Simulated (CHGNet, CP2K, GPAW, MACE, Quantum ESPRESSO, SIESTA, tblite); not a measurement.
# From one method to another: forces in twisted Ti2CO2 MXene bilayer, 21.79° (70 atoms)

Ti2CO2 MXene (a = 3.03 Å) under Ti2CO2 MXene (a = 3.03 Å), bilayer, commensurate cell of 7 unit cells a layer, twist 21.79 deg; facing planes 2.75 Å apart; 12 Å of vacuum; layers as built, displaced by a Gaussian of 0.01 Å. Then every atom was moved at random, 0.05 Å r.m.s. a Cartesian component.

Two calculations on one geometry. First: Kohn-Sham DFT, PBE, PseudoDojo 0.4.1 norm-conserving pseudopotentials (converted to PSML), numerical atomic orbitals (DZP), diagonalisation; shift 0.01 Ry; mesh 500 Ry; levels smeared at 580 K (SIESTA 5.4.2; Γ point). Second: Kohn-Sham DFT, PBE, SSSP efficiency 1.3.0 pseudopotentials, plane waves; sssp-1.3.0-efficiency; 60/480 Ry; levels smeared at 580 K (Quantum ESPRESSO 7.5; sssp-pbe-1.3.0-efficiency, cutoffs 60/480 Ry, Γ point).

Cell vectors (Å):

```
8.017 0.000 0.000
-4.008 6.943 0.000
0.000 0.000 23.630
```

Atom, position (Å) and force of the first calculation (eV/Å):

```
1 C 3.940 6.898 8.235 0.597 1.332 -0.665
2 Ti 0.531 1.580 9.550 0.006 1.240 -0.394
3 Ti 1.686 0.354 6.863 0.903 -1.284 0.946
4 O 1.723 0.337 10.396 -0.368 -0.097 0.546
5 O 0.532 1.630 5.994 0.154 0.075 -0.996
6 C -0.570 2.995 8.204 -0.060 -0.468 -0.070
7 Ti -0.098 4.714 9.577 0.820 -0.534 -0.278
8 Ti 1.161 3.214 6.872 -0.830 1.537 1.310
9 O 1.096 3.342 10.451 0.419 -0.258 -0.453
10 O 0.002 4.628 6.000 0.173 0.226 -0.392
11 C -1.167 5.906 8.161 -0.372 0.857 1.024
12 Ti 3.397 0.712 9.445 0.369 -0.774 -0.027
13 Ti 0.592 6.281 6.934 0.764 -1.138 -0.162
14 O 0.559 6.256 10.458 0.120 0.124 -0.237
15 O 3.369 0.647 6.012 0.477 0.511 -0.821
16 C 2.346 1.935 8.197 -0.810 0.811 -0.209
17 Ti 2.824 3.653 9.530 -0.860 0.397 -0.578
18 Ti 4.007 2.281 6.839 0.804 0.027 0.832
19 O 4.009 2.276 10.467 -0.689 0.501 0.509
20 O 2.826 3.616 6.000 0.335 0.019 -1.027
21 C 1.697 4.977 8.176 0.244 -0.059 0.643
22 Ti 2.333 6.620 9.474 -1.229 -0.525 0.147
23 Ti 3.467 5.240 6.866 -0.449 0.039 0.644
24 O 3.492 5.282 10.384 -0.882 -0.359 0.876
25 O 2.239 6.641 5.990 -0.027 0.225 -0.007
26 C 5.103 1.043 8.292 0.521 0.055 -0.924
27 Ti 5.602 2.650 9.622 1.441 -0.223 -1.428
28 Ti 6.946 1.329 6.965 -1.076 0.077 0.596
29 O 6.933 1.317 10.450 -0.710 0.187 0.557
30 O 5.747 2.769 6.033 -0.772 -1.712 -0.923
31 C 4.544 4.006 8.150 -0.203 -0.206 1.036
32 Ti -2.854 5.610 9.498 0.075 -0.118 -0.669
33 Ti -1.714 4.330 6.860 1.089 -0.189 0.690
34 O -1.783 4.341 10.506 0.234 -0.072 -0.279
35 O -2.876 5.686 5.959 -0.220 -0.201 -0.443
36 C -1.746 5.037 15.373 0.996 -0.683 0.880
37 Ti -0.536 6.245 16.631 -0.545 0.591 -1.137
38 Ti 0.047 4.639 14.056 -0.998 0.414 0.365
39 O 0.094 4.602 17.515 -2.474 0.988 2.902
40 O -0.540 6.322 13.166 -0.118 -0.051 0.215
41 C -3.981 6.940 15.351 -0.042 1.013 0.863
42 Ti 1.123 1.320 16.710 0.819 0.050 -0.264
43 Ti -2.287 6.704 14.113 0.106 -1.418 -0.006
44 O -2.233 6.598 17.551 -0.072 0.651 1.247
45 O 1.143 1.335 13.266 -0.194 0.511 -1.777
46 C 0.628 3.086 15.427 -1.140 -1.098 -0.402
47 Ti 1.652 4.300 16.789 4.031 -0.912 -1.165
48 Ti 2.297 2.718 14.126 1.754 -0.756 1.324
49 O 2.298 2.628 17.666 -0.352 0.260 -0.460
50 O 1.769 4.284 13.238 -0.839 0.457 -1.882
51 C 1.175 5.977 15.343 -0.584 0.172 1.058
52 Ti 6.268 0.361 16.666 0.606 -1.124 -0.117
53 Ti 2.857 5.543 14.119 1.405 0.540 0.615
54 O 2.874 5.639 17.609 0.061 -0.078 -0.053
55 O 6.265 0.337 13.200 0.675 0.857 -0.400
56 C 2.869 1.069 15.397 0.026 -0.679 0.047
57 Ti 4.081 2.230 16.738 -1.023 1.405 -0.001
58 Ti 4.597 0.701 14.105 -0.364 -0.292 -0.663
59 O 4.553 0.719 17.660 0.408 -1.199 0.286
60 O 4.070 2.336 13.116 -0.196 -0.074 0.956
61 C 3.450 3.962 15.398 0.011 0.474 -0.730
62 Ti 4.642 5.373 16.702 -0.983 -1.692 -0.421
63 Ti 5.179 3.650 14.127 -1.129 0.613 -0.330
64 O 5.129 3.577 17.594 0.773 1.145 0.329
65 O 4.573 5.259 13.180 0.412 0.390 0.029
66 C 5.759 1.963 15.480 0.315 0.595 -1.031
67 Ti -1.084 3.277 16.714 -1.401 -0.944 -0.822
68 Ti -0.550 1.667 14.040 -0.943 -0.760 0.626
69 O -0.574 1.570 17.628 0.248 1.127 0.386
70 O -1.174 3.377 13.156 0.757 -0.528 0.152
```

**Question.** What forces does the second calculation give?

Atom and force (eV/Å):

```
1 0.669 1.254 -0.644
2 0.009 1.288 -0.356
3 0.876 -1.257 0.802
4 -0.368 -0.109 0.360
5 0.221 0.044 -0.807
6 -0.046 -0.528 -0.081
7 0.895 -0.604 -0.305
8 -0.863 1.609 1.220
9 0.446 -0.280 -0.542
10 0.200 0.188 -0.318
11 -0.339 0.890 1.016
12 0.391 -0.786 0.086
13 0.651 -1.040 -0.191
14 0.104 0.112 -0.381
15 0.474 0.478 -0.718
16 -0.833 0.786 -0.220
17 -0.810 0.439 -0.519
18 0.712 0.173 0.814
19 -0.665 0.520 0.227
20 0.357 -0.036 -0.908
21 0.287 -0.124 0.641
22 -1.208 -0.484 0.234
23 -0.552 0.107 0.599
24 -0.897 -0.329 0.647
25 0.019 0.184 0.018
26 0.560 -0.056 -0.924
27 1.439 -0.185 -1.352
28 -1.145 0.205 0.565
29 -0.700 0.137 0.360
30 -0.742 -1.690 -0.858
31 -0.150 -0.295 1.023
32 0.013 -0.098 -0.565
33 0.985 -0.211 0.689
34 0.204 -0.085 -0.481
35 -0.195 -0.203 -0.346
36 1.038 -0.754 0.853
37 -0.558 0.660 -0.954
38 -1.007 0.522 0.292
39 -2.447 0.922 2.670
40 -0.120 -0.066 0.361
41 -0.083 0.931 0.844
42 0.868 0.133 -0.159
43 0.131 -1.320 -0.082
44 -0.084 0.577 1.083
45 -0.226 0.492 -1.531
46 -1.110 -1.197 -0.387
47 3.965 -0.802 -1.142
48 1.643 -0.692 1.187
49 -0.390 0.197 -0.462
50 -0.812 0.414 -1.564
51 -0.605 0.107 1.046
52 0.625 -1.061 -0.019
53 1.388 0.610 0.475
54 0.050 -0.068 -0.063
55 0.666 0.790 -0.226
56 0.019 -0.779 0.036
57 -1.048 1.524 0.009
58 -0.328 -0.287 -0.721
59 0.435 -1.233 0.156
60 -0.180 -0.088 1.139
61 0.021 0.408 -0.695
62 -1.011 -1.624 -0.383
63 -1.098 0.654 -0.416
64 0.810 1.067 0.291
65 0.367 0.360 0.190
66 0.296 0.548 -1.040
67 -1.387 -0.760 -0.720
68 -0.861 -0.712 0.562
69 0.268 1.081 0.247
70 0.766 -0.569 0.339
```

The two sets differ by 82.6 meV/Å r.m.s., 10 % of the r.m.s. force of the Quantum ESPRESSO run. The runs have no spin polarisation, so any moments at edges, vacancies or dangling bonds can't form. The electronic-structure runs sample only Γ, in a cell whose shortest periodic width is 7 Å.

[Logs are printed without paths, hosts, clocks, repeated set-up lines and the standing remarks that a program may print on its own settings, such as how far it seeks lower states.]

[Hosts, paths, dates, database ids (printed as entryN), source tags and the programs' standing remarks are cut or masked in the printed files.]
